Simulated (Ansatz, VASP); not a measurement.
# One calculation of Hf, two programs

```
Hf
1.0
    -1.80500    1.80500    1.80500
     1.80500   -1.80500    1.80500
     1.80500    1.80500   -1.80500
Hf
1
Direct
  0.00000 0.00000 0.00000
```

Alike in both runs: task single point; functional PBE; k mesh 16 × 16 × 16; occupations fermi-dirac, width 0.08 eV; no spin polarisation.

```csv
,VASP,Ansatz
version,VASP 6.6.1,Ansatz 0.2.0
potentials or method,"VASP PAW PBE potentials, release 64 (Hf_pv), cutoff 520 eV","all-electron LAPW, non-relativistic"
```

VASP gave:

| Property | Result |
| --- | --- |
| pressure (GPa) | -5.1 |

Question: What did Ansatz give for the same quantities?

Answer: Pressure (GPa): -1.9.

Ansatz ran all-electron here, so the differences hold the error of VASP's frozen core and of both bases.

Spin-orbit coupling is left out, which matters for the levels of Hf.
